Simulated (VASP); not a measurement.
# LaB6 (Pm-3m) in VASP: further runs

One crystal, LaB6, is run at these levels: r2SCAN, PBE; tasks: relaxation of cell and atoms.

All numbers are computed with VASP 6.6.1; they aren't measurements. Logs are shortened: lines on timing, memory, paths and dates and some standing lists are left out, and cuts for length are marked.

**1. The crystal as given**

It takes space group Pm-3m (No. 221, cubic). The conventional cell has a = 4.157 Å, b = 4.157 Å, c = 4.157 Å, α = 90.00°, β = 90.00°, γ = 90.00°. La (site symmetry m-3m) has 24 B at 3.05 Å as nearest neighbours. Around B (site symmetry 4mm) lie 5 B at 1.64 to 1.78 Å.

**2. Relaxation of cell and atoms, r2SCAN**

Contents of INCAR:

```
SYSTEM = LaB6
ALGO = Normal
EDIFF = 1E-6
EDIFFG = -0.01
ENCUT = 600
IBRION = 2
ISIF = 3
ISMEAR = 1
KPAR = 2
LASPH = .True.
LCHARG = .False.
LMIXTAU = .True.
LREAL = .False.
LWAVE = .False.
METAGGA = R2SCAN
NELM = 80
NSW = 90
PREC = Accurate
SIGMA = 0.1
```

Contents of KPOINTS:

```
k-points
0
Gamma
  10 10 10
  0 0 0
```

Contents of POSCAR:

```
LaB6
1.0
    4.1570000000      0.0000000000      0.0000000000
    0.0000000000      4.1570000000      0.0000000000
    0.0000000000      0.0000000000      4.1570000000
La B
1 6
Direct
    0.0000000000      0.0000000000      0.0000000000
    0.1975000000      0.5000000000      0.5000000000
    0.5000000000      0.1975000000      0.5000000000
    0.8025000000      0.5000000000      0.5000000000
    0.5000000000      0.8025000000      0.5000000000
    0.5000000000      0.5000000000      0.1975000000
    0.5000000000      0.5000000000      0.8025000000
```

Potentials or basis: VASP PAW PBE potentials, release 64 (La, B).

Launch:

```console
> cat potpaw_PBE.64/La/POTCAR potpaw_PBE.64/B/POTCAR > POTCAR
> mpirun -np 2 vasp_std > vasp.out
```

OUTCAR:

```text
SYSTEM = LaB6
   EDIFF = 1E-6
   EDIFFG = -0.01
   ENCUT = 600
   IBRION = 2
   ISIF = 3
   ISMEAR = 1
   LASPH = .True.
   LREAL = .False.
   METAGGA = R2SCAN
   NELM = 80
   NSW = 90
   PREC = Accurate

 ion  position               nearest neighbor table
   1  0.000  0.000  0.000-
   2  0.197  0.500  0.500-   4 1.64   3 1.78   5 1.78   6 1.78   7 1.78
   3  0.500  0.197  0.500-   5 1.64   4 1.78   2 1.78   6 1.78   7 1.78
   4  0.803  0.500  0.500-   2 1.64   3 1.78   5 1.78   6 1.78   7 1.78
   5  0.500  0.803  0.500-   3 1.64   2 1.78   4 1.78   6 1.78   7 1.78
   6  0.500  0.500  0.197-   7 1.64   3 1.78   4 1.78   5 1.78   2 1.78
   7  0.500  0.500  0.803-   6 1.64   3 1.78   4 1.78   5 1.78   2 1.78

  LATTYP: Found a simple cubic cell.
 ALAT       =     4.1570000000

  Lattice vectors:

 A1 = (   4.1570000000,   0.0000000000,   0.0000000000)
 A2 = (   0.0000000000,   4.1570000000,   0.0000000000)
 A3 = (   0.0000000000,   0.0000000000,   4.1570000000)

Analysis of symmetry for initial positions (statically):
=====================================================================
 Subroutine PRICEL returns:
 Original cell was already a primitive cell.

 Routine SETGRP: Setting up the symmetry group for a
 simple cubic supercell.

 Subroutine GETGRP returns: Found 48 space group operations
 (whereof 48 operations were pure point group operations)
 out of a pool of 48 trial point group operations.

The static configuration has the point symmetry O_h .

Analysis of symmetry for dynamics (positions and initial velocities):
=====================================================================
 Subroutine PRICEL returns:
 Original cell was already a primitive cell.

 Routine SETGRP: Setting up the symmetry group for a
 simple cubic supercell.

 Subroutine GETGRP returns: Found 48 space group operations
 (whereof 48 operations were pure point group operations)
 out of a pool of 48 trial point group operations.

The dynamic configuration has the point symmetry O_h .

 Subroutine INISYM returns: Found 48 space group operations
 (whereof 48 operations are pure point group operations),
 and found     1 'primitive' translations

----------------------------------------------------------------------------------------

                                     Primitive cell

  volume of cell :      71.8357

  direct lattice vectors                    reciprocal lattice vectors
     4.157000000  0.000000000  0.000000000     0.240558095  0.000000000  0.000000000
     0.000000000  4.157000000  0.000000000     0.000000000  0.240558095  0.000000000
     0.000000000  0.000000000  4.157000000     0.000000000  0.000000000  0.240558095

  length of vectors
     4.157000000  4.157000000  4.157000000     0.240558095  0.240558095  0.240558095

  position of ions in fractional coordinates (direct lattice)
     0.000000000  0.000000000  0.000000000
     0.197500000  0.500000000  0.500000000
     0.500000000  0.197500000  0.500000000
     0.802500000  0.500000000  0.500000000
     0.500000000  0.802500000  0.500000000
     0.500000000  0.500000000  0.197500000
     0.500000000  0.500000000  0.802500000

  ion indices of the primitive-cell ions
   primitive index   ion index
                 1           1
                 2           2
                 3           3
                 4           4
                 5           5
                 6           6
                 7           7

----------------------------------------------------------------------------------------

 KPOINTS: k-points

Automatic generation of k-mesh.
 Grid dimensions read from file:
 generate k-points for:   10   10   10

 Generating k-lattice:

  Cartesian coordinates                     Fractional coordinates (reciprocal lattice)
     0.024055809  0.000000000  0.000000000     0.100000000  0.000000000  0.000000000
     0.000000000  0.024055809  0.000000000     0.000000000  0.100000000  0.000000000
     0.000000000  0.000000000  0.024055809     0.000000000  0.000000000  0.100000000

  Length of vectors
     0.024055809  0.024055809  0.024055809

  Shift w.r.t. Gamma in fractional coordinates (k-lattice)
     0.000000000  0.000000000  0.000000000

 Subroutine IBZKPT returns following result:
 ===========================================

 Found     56 irreducible k-points:

 Following reciprocal coordinates:
            Coordinates               Weight
  0.000000  0.000000  0.000000      1.000000
  0.100000  0.000000  0.000000      6.000000
  0.200000  0.000000  0.000000      6.000000
  0.300000  0.000000  0.000000      6.000000
  0.400000  0.000000  0.000000      6.000000
  0.500000  0.000000  0.000000      3.000000
[... 16 lines left out ...]
  0.200000  0.100000  0.100000     24.000000
  0.300000  0.100000  0.100000     24.000000
 [... further k-points ...]
   k-points           NKPTS =     56   k-points in BZ     NKDIM =     56   number of bands    NBANDS=     18
   number of dos      NEDOS =    301   number of ions     NIONS =      7
   total plane-waves  NPLWV =  46656
   dimension x,y,z NGX =    36 NGY =   36 NGZ =   36
   dimension x,y,z NGXF=    72 NGYF=   72 NGZF=   72
   ions per type =               1   6
   NGX,Y,Z   is equivalent  to a cutoff of  14.40, 14.40, 14.40 a.u.
   NGXF,Y,Z  is equivalent  to a cutoff of  28.79, 28.79, 28.79 a.u.
 SYSTEM =  LaB6
   PREC   = accura    normal or accurate (medium, high low for compatibility)
   ISTART =      0    job   : 0-new  1-cont  2-samecut
   ICHARG =      2    charge: 1-file 2-atom 10-const
   ISPIN  =      1    spin polarized calculation?
   LNONCOLLINEAR =      F non collinear calculations
   LSORBIT =      F    spin-orbit coupling
   LASPH  =      T    aspherical Exc in radial PAW
   ENCUT  =  600.0 eV  44.10 Ry    6.64 a.u.   8.30  8.30  8.30*2*pi/ulx,y,z
   NELM   =     80;   NELMIN=  2; NELMDL= -5     # of ELM steps
   EDIFF  = 0.1E-05   stopping-criterion for ELM
   LREAL  =      F    real-space projection
   EDIFFG = -.1E-01   stopping-criterion for IOM
   NSW    =     90    number of steps for IOM
   IBRION =      2    ionic relax: 0-MD 1-quasi-New 2-CG
   NFREE  =      1    steps in history (QN), initial steepest desc. (CG)
   ISIF   =      3    stress and relaxation
   ISYM   =      2    0-nonsym 1-usesym 2-fastsym
   POTIM  = 0.5000    time-step for ionic-motion
   TEBEG  =    0.0;   TEEND  =   0.0 temperature during run
   PSTRESS=    0.0 pullay stress
   NELECT =      29.0000    total number of electrons
   NUPDOWN=      -1.0000    fix difference up-down
   EMIN   =  10.00;   EMAX   =-10.00  energy-range for DOS
   EFERMI =   0.00;   METHOD = LEGACY
   ISMEAR =     1;   SIGMA  =   0.10  broadening in eV -4-tet -1-fermi 0-gaus
   EFERMI_NEDOS =   21; number of points for ismear=-14 and -15
   IALGO  =     38    algorithm
   IMIX   =      4    mixing-type and parameters
     AMIX     =   0.40;   BMIX     =  1.00
     AMIX_MAG =   1.60;   BMIX_MAG =  1.00
  volume/ion in A,a.u.               =      10.26        69.25
  Fermi-wavevector in a.u.,A,eV,Ry     =   1.209932  2.286439 19.918037  1.463934
  Thomas-Fermi vector in A             =   2.345494
   LORBIT       =      0    0 simple, 1 ext, 2 COOP (PROOUT), +10 PAW based schemes
   METAGGA = R2SCAN    functional components
   LHFCALC =     F    Hartree Fock is set to
   AEXX    =    0.0000 exact exchange contribution
   IVDW    =     0    specifies the selected vdW correction
   LEPSILON=     F    determine dielectric tensor
   LRPA    =     F    only Hartree local field effects (RPA)
 conjugate gradient relaxation of ions
 non-spin polarized calculation
 Methfessel and Paxton  Order N= 1 SIGMA  =   0.10
  energy-cutoff  :      600.00
  volume of cell :       71.84
 maximum number of plane-waves:      2440
 NGX is ok and might be reduce to    36
   NGX = 17   NGY = 17   NGZ = 17

--------------------------------------- Ionic step        1  -------------------------------------------

 number of electron      29.0000000 magnetization

 Free energy of the ion-electron system (eV)
  ---------------------------------------------------
  ext. energy  EPLUGINS =         0.00000000
  ---------------------------------------------------
  free energy    TOTEN  =       -78.19882375 eV

  energy without entropy =      -78.19878920  energy(sigma->0) =      -78.19881223

------------------------ aborting loop because EDIFF is reached ----------------------------------------

  FORCE on cell =-STRESS in cart. coord.  units (eV):
  Direction    XX          YY          ZZ          XY          YZ          ZX
  --------------------------------------------------------------------------------------
  -------------------------------------------------------------------------------------
  Total       -0.4652794     -0.4652794     -0.4652794      0.0000000      0.0000000     -0.0000000
  in kB      -10.3772995    -10.3772995    -10.3772995      0.0000000      0.0000000     -0.0000000
  external PRESSURE =     -10.3772995 kB  Pullay stress =       0.0000000 kB
[... 67 lines left out ...]
  energy  without entropy=      -78.1261846513  energy(sigma->0) =      -78.12653510

--------------------------------------- Ionic step        3  -------------------------------------------

 number of electron      29.0000000 magnetization

 Free energy of the ion-electron system (eV)
  ---------------------------------------------------
  ext. energy  EPLUGINS =         0.00000000
  ---------------------------------------------------
  free energy    TOTEN  =       -78.21953267 eV

  energy without entropy =      -78.21929062  energy(sigma->0) =      -78.21945199

 E-fermi :   8.7999     XC(G=0): -11.9412

 val. band max:        8.6980371354   @ k =   0.5000   0.3000   0.1000
 cond. band min:       8.8281673013   @ k =   0.1000   0.1000   0.0000
 fundamental gap:      0.1301301659
 Fermi energy:         8.7999303661

 k-point     1 :       0.0000    0.0000    0.0000
  band No.  band energies     occupation
      1     -25.6381      2.00000
      2      -8.9363      2.00000
      3      -8.9363      2.00000
      4      -8.9363      2.00000
      5      -7.8418      2.00000
      6       0.3543      2.00000
[... 10 lines left out ...]
     17       9.0099     -0.01144
     18      10.3879     -0.00000
[... 466 lines left out ...]
      2      -9.5049      2.00000
      3      -8.9536      2.00000
      4      -8.9195      2.00000
      5      -7.1016      2.00000
      6      -1.8273      2.00000
[... 10 lines left out ...]
     17      10.2696     -0.00000
     18      10.8191      0.00000

 [... further k-points ...]
[... 5 lines left out ...]
  --------------------------------------------------------------------------------------
  -------------------------------------------------------------------------------------
  Total       -0.0307087     -0.0307087     -0.0307087      0.0000000     -0.0000000      0.0000000
  in kB       -0.6870398     -0.6870398     -0.6870398      0.0000000     -0.0000000      0.0000000
  external PRESSURE =      -0.6870398 kB  Pullay stress =       0.0000000 kB
[... 22 lines left out ...]
  FREE ENERGIE OF THE ION-ELECTRON SYSTEM (eV)
  ---------------------------------------------------
  free  energy   TOTEN  =       -78.2195326739 eV

  energy  without entropy=      -78.2192906211  energy(sigma->0) =      -78.21945199

 reached required accuracy - stopping structural energy minimisation
```

It took 4.9 min on 2 MPI ranks of Intel Xeon Platinum 8375C at 2.90GHz (Ice Lake), shared host; peak memory 0.28 GiB.

What came out:

```yaml
Free_energy: -78.2195 eV
Relaxed_volume: 10.23 Å³/atom
Relaxed_cell: a = 4.153 Å, b = 4.153 Å, c = 4.153 Å, α = 90.00°, β = 90.00°, γ = 90.00°
Space_group_after_relaxing_to_0.05_Å: Pm-3m (No. 221)
Energy_gained_by_relaxing: 3.0 meV/atom
Ionic_steps: 3
Pressure_after_relaxing: -0.1 GPa
Band_gap_on_the_k_mesh: none (metal or under the smearing width)
```

Step by step:
| step | energy change (eV) | largest force (eV/Å) | pressure (GPa) | volume (Å³) |
| --- | --- | --- | --- | --- |
| 1 | 0.0000 | 0.6548 | -1.04 | 71.84 |
| 2 | 0.0721 | 1.3952 | 2.66 | 71.15 |
| 3 | -0.0207 | 0.0002 | -0.07 | 71.61 |

Final structure:
```
La B
1.0
     4.15270    0.00000    0.00000
     0.00000    4.15270    0.00000
     0.00000    0.00000    4.15270
La B
1 6
Direct
  0.00000 0.00000 0.00000
  0.19994 0.50000 0.50000
  0.50000 0.19994 0.50000
  0.80006 0.50000 0.50000
  0.50000 0.80006 0.50000
  0.50000 0.50000 0.19994
  0.50000 0.50000 0.80006
```

Levels at points of the mesh, in eV from the Fermi level:
```
           k point  band 10  band 11  band 12  band 13  band 14  band 15  band 16  band 17  band 18
(0.00, 0.00, 0.00)    -7.56    -7.56    -2.04    -2.04    -2.04     0.21     0.21     0.21     1.59
(0.50, 0.00, 0.00)    -7.07    -3.77    -3.77    -3.46    -2.58    -1.64     1.60     1.60     1.64
(0.50, 0.50, 0.00)    -6.55    -4.78    -4.78    -3.13    -3.13     1.13     1.13     2.15     2.18
(0.50, 0.50, 0.50)    -5.12    -5.12    -2.60    -2.60    -2.60     1.61     1.95     1.95     1.95
```

Caveat: the PAW data sets were made with another functional, which shifts forces and pressure a little. Spin-orbit coupling is left out, which matters for the levels of La.

(Part 1 of 2 ends here.)
